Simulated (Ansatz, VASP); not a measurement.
# Pb: VASP beside Ansatz

```
CELL_PARAMETERS angstrom
0.00000 2.44084 2.44084
2.44084 0.00000 2.44084
2.44084 2.44084 0.00000
ATOMIC_POSITIONS crystal
Pb 0.00000 0.00000 0.00000
```

Alike in both runs: functional LDA; k mesh 14 × 14 × 14; occupations gaussian, width 0.1 eV; no spin polarisation.

Ansatz relaxed the structure, and its values are those at the end. VASP's run is a single point on that final structure, the one shown.

|  | VASP | Ansatz |
| --- | --- | --- |
| version | VASP 6.6.1 | Ansatz 0.2.0 |
| potentials or method | VASP PAW LDA potentials, release 64 (Pb_d) | scalar-relativistic, plane waves, PAW |
| plane-wave cutoff (eV) | 520 | 420 |
| valence electrons in the cell | 14 | 14 |

VASP gave:

* gap on the k mesh at the Fermi level (eV): none
* pressure (GPa): 0.1

Task: What did Ansatz give for the same quantities?

Result: gap on the k mesh at the Fermi level (eV): none; pressure (GPa): 0.0.

A gap of «none» marks a metal or a gap that the smearing closes. Ansatz warned: «pseudo_functional_mismatch».

Spin-orbit coupling is left out, which matters for the levels of Pb.
